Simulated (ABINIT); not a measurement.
Crystal: Pd.

```
CELL_PARAMETERS angstrom
0.00000 1.94650 1.94650
1.94650 0.00000 1.94650
1.94650 1.94650 0.00000
ATOMIC_POSITIONS crystal
Pd 0.00000 0.00000 0.00000
```

Program: ABINIT 10.8.3 (patched build). Alike in all runs: no spin polarisation; cell as given; smearing fermi-dirac 0.05 eV. Hardware: 1 thread of Arm Neoverse V2, with other jobs on the host.

Question: Order these runs on this cell by their wall time, lowest first.
A. task single point; level LDA; potentials or basis JTH PAW LDA v2.0; k mesh 5 × 5 × 5; cutoff (eV) 626; fine-grid cutoff 1224.51 eV; mesh quality coarse
B. task band structure; level PBEsol; potentials or basis PseudoDojo NC SR PBEsol v0.4 stringent; k mesh 12 × 12 × 12; cutoff (eV) 1116; mesh quality not flagged
C. task single point; level PBEsol; potentials or basis JTH PAW PBE v2.0; k mesh 5 × 5 × 5; cutoff (eV) 626; fine-grid cutoff 1224.51 eV; mesh quality coarse
D. task band structure; level r2SCAN; potentials or basis JTH PAW LDA v2.0; k mesh 12 × 12 × 12; cutoff (eV) 762; fine-grid cutoff 1360.57 eV; mesh quality not flagged

Answer: A (4.6 s), C (12 s), B (37 s), D (250 s).

Caveats: some runs use coarse meshes.
